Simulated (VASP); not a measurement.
A run of VASP 6.6.1 is set up as follows.

POSCAR

```
GaSb
1.0
    0.0000000000      3.0276660344      3.0276660344
    3.0276660344      0.0000000000      3.0276660344
    3.0276660344      3.0276660344      0.0000000000
  Ga              Sb
     1     1
Direct
     0.0000000000000000    0.0000000000000000    0.0000000000000000
     0.2500000000000000    0.2500000000000000    0.2500000000000000
```

The input INCAR.step1:

```
SYSTEM = GaSb
PREC = Accurate ; ENCUT = 600
EDIFF = 1E-8 ; ISMEAR = 0
SIGMA = 0.03 ; LREAL = .FALSE.
LASPH = .TRUE. ; NELM = 80
ALGO = Fast ; ISIF = 3
LWAVE = .FALSE. ; LCHARG = .FALSE.
IBRION = 2 ; NSW = 40
EDIFFG = -0.002
```

File INCAR.step2:

```
SYSTEM = GaSb
PREC = Accurate ; ENCUT = 600
EDIFF = 1E-8 ; ISMEAR = 0
SIGMA = 0.03 ; LREAL = .FALSE.
LASPH = .TRUE. ; NELM = 80
ALGO = Fast ; ISIF = 3
LWAVE = .FALSE. ; LCHARG = .FALSE.
IBRION = 6 ; NFREE = 2
POTIM = 0.015 ; NSW = 1
```

KPOINTS

```
regular mesh
0
G
  10 10 10
  0 0 0
```

Potentials or basis: VASP PAW LDA potentials, release 64 (Ga_d, Sb).

The run is started by

```bash
$ cat potpaw_LDA.64/Ga_d/POTCAR potpaw_LDA.64/Sb/POTCAR > POTCAR
$ cp INCAR.step1 INCAR
$ mpirun -np 1 vasp_std > vasp.out
$ cp CONTCAR POSCAR
$ cp INCAR.step2 INCAR
$ mpirun -np 1 vasp_std > vasp.out
```

Problem. Estimate the elastic constants C11, C12, C44.

Solution. 85, 38, 42 GPa.

Problem. Predict the Voigt bulk modulus.

Solution. 54 GPa.

Problem. What does it give for the highest phonon frequency at Γ, LO-TO splitting left out?

Solution. 227 cm⁻¹.

Clamped-ion elastic tensor (GPa):
```
85 38 38  0  0  0
38 85 38  0  0  0
38 38 85  0  0  0
 0  0  0 61  0  0
 0  0  0  0 61  0
 0  0  0  0  0 61
```

Spin-orbit coupling is left out, which matters for the levels of Sb.
